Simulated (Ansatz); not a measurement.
# Effective masses and thermopower of BeO (P6_3mc)

Here is the system:

```xyz
4
Lattice="2.6928 0.0000 0.0000 -1.3464 2.3321 0.0000 0.0000 0.0000 4.3728" Properties=species:S:1:pos:R:3 pbc="T T T"
Be     0.0000     1.5547    -0.0004
Be     1.3464     0.7774     2.1860
O      0.0000     1.5547     1.6512
O      1.3464     0.7774     3.8376
```

Level of theory: PBEsol, rigid bands (plane waves, PAW, scalar-relativistic; Ansatz, a first-principles code). Geometry: cell and atoms relaxed with PBEsol.

```json
{
 "band_gap": "7.51 eV",
 "electron conductivity mass (300 K, dilute)": "0.63 (x), 0.63 (y), 0.56 (z) mₑ",
 "hole conductivity mass (300 K, dilute)": "2.7 (x), 2.7 (y), 1.16 (z) mₑ",
 "effective density of states N_c (300 K)": "1.2e19 cm⁻³",
 "effective density of states N_v (300 K)": "1.1e20 cm⁻³",
 "density_of_states_mass_electrons": "0.61 mₑ",
 "density_of_states_mass_holes": "2.7 mₑ",
 "Seebeck coefficient, n-type 1e19 cm⁻³, 300 K": "-234 μV/K",
 "best n-type power factor at 300 K for τ = 10 fs (best axis; densities from 1e16 to 1e21 cm⁻³ tried, whether or not they can be reached)": "3.5 μW/(cm·K²) at 3e19 cm⁻³",
 "Seebeck coefficient, p-type 1e19 cm⁻³, 300 K": "465 μV/K"
}
```

Rigid bands; masses and Seebeck coefficients take one relaxation time τ for all states and one kind of carrier; polarons and phonon drag are left out. Spin-orbit coupling is left out.
